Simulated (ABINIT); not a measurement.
Runs of ABINIT 10.8.3 (patched build) on Cu. The structure is tetragonal, space group I4/mmm (No. 139). The conventional cell has a = 2.886 Å, b = 2.886 Å, c = 2.752 Å, α = 90.00°, β = 90.00°, γ = 90.00°. Cu (site symmetry 4/mmm) has 10 Cu at 2.46 to 2.75 Å as nearest neighbours. This isn't the form of Cu at room conditions, which is fcc.

| level | gap on the mesh (eV) | pressure (GPa) | relaxed volume (Å³/atom) |
| --- | --- | --- | --- |
| PBE+D3(BJ) | none | 0.0 | 11.35 |
| PBEsol | none | 0.0 | 11.39 |
| PBE+D3 | none | 0.0 | (a) |
| PBE | none | 0.0 | 12.02 |

Alike in all rows: task relaxation of cell and atoms; potentials or basis JTH PAW PBE v2.0; no spin polarisation; cell relaxed; k mesh 13 × 13 × 13; cutoff (eV) 707; smearing fermi-dirac 0.05 eV.

Problem. Fill in the values left out.

Solution. (a) 11.29.

Caveats: pairwise dispersion overbinds metals, which lowers pressure and volume (some runs); the PAW data sets were made with another functional, which shifts forces and pressure a little (some runs).

A gap of «none» marks a metal or a gap under the smearing width.
